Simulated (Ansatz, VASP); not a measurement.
Given: the input of a run of Ansatz 0.2.0 on ZrSiO.

The input input.yaml:

```yaml
crystal:
  lattice:
    - [3.3419773295, 0.0, 0.0]
    - [0.0, 3.3419773295, 0.0]
    - [0.0, 0.0, 7.4005341342]
  atoms:
    - { symbol: Zr, position: [0.5, 0.0, 0.30841] }
    - { symbol: Zr, position: [0.0, 0.5, 0.69159] }
    - { symbol: Si, position: [0.0, 0.0, 0.0] }
    - { symbol: Si, position: [0.5, 0.5, 0.0] }
    - { symbol: O, position: [0.5, 0.0, 0.611294] }
    - { symbol: O, position: [0.0, 0.5, 0.388706] }
hamiltonian:
  xc: pbe
  pseudopotentials: { kind: paw }
kpoints:
  mp_grid: { grid: [8, 8, 4] }
scf:
  occupations: { method: fermi_dirac, width: 0.05 }
output:
  forces: true
  stress: true
  eigenvalues: true
```

Potentials or basis: Ansatz PAW.

Launch:

```bash
$ ansatz run input.yaml --threads 2 --pin off --max-ram 5120MiB --backend cpu --events-out ev --progress --plain --runs-dir out
```

Problem. Set up the same calculation for VASP 6.6.1. Potentials there: VASP PAW PBE potentials, release 64 (Zr_sv, Si, O).

Solution. As run (the cutoff follows the program's own potentials):

File INCAR:

```
PREC = Accurate ; ENCUT = 520
EDIFF = 1E-7 ; ISMEAR = -1
SIGMA = 0.05 ; LREAL = F
LASPH = T ; NELM = 60
ALGO = Normal ; ISIF = 2
LWAVE = F ; LCHARG = F
GGA = PE ; NBANDS = 31
```

KPOINTS

```
regular mesh
0
Gamma
  8 8 4
```

The input POSCAR:

```
ZrSiO
1.0
    3.3419773295      0.0000000000      0.0000000000
    0.0000000000      3.3419773295      0.0000000000
    0.0000000000      0.0000000000      7.4005341342
Zr Si O
2 2 2
Direct
    0.5000000000      0.0000000000      0.3084100000
    0.0000000000      0.5000000000      0.6915900000
    0.0000000000      0.0000000000      0.0000000000
    0.5000000000      0.5000000000      0.0000000000
    0.5000000000      0.0000000000      0.6112940000
    0.0000000000      0.5000000000      0.3887060000
```

Potentials or basis: VASP PAW PBE potentials, release 64 (Zr_sv, Si, O).

The run is started by

```sh
$ cat potpaw_PBE.64/Zr_sv/POTCAR potpaw_PBE.64/Si/POTCAR potpaw_PBE.64/O/POTCAR > POTCAR
$ mpirun -np 1 vasp_std > vasp.out
```

Both were run:

|  | VASP | Ansatz | Ansatz less VASP |
| --- | --- | --- | --- |
| gap on the k mesh at the Fermi level (eV) | none | none | - |
| pressure (GPa) | -4.8 | -4.9 | -0.07 |
| largest component of the traceless stress (GPa) | 0.88 | 0.96 | +0.082 |
| rms of the force components (eV/Å) | 0.062 | 0.069 | +0.0077 |

Atom by atom the forces differ by 0.008 eV/Å (rms over components). A gap of «none» marks a metal or a gap that the smearing closes.

Caveats: the pressure holds a Pulay correction of +0.3 GPa for the finite cutoff (Ansatz).
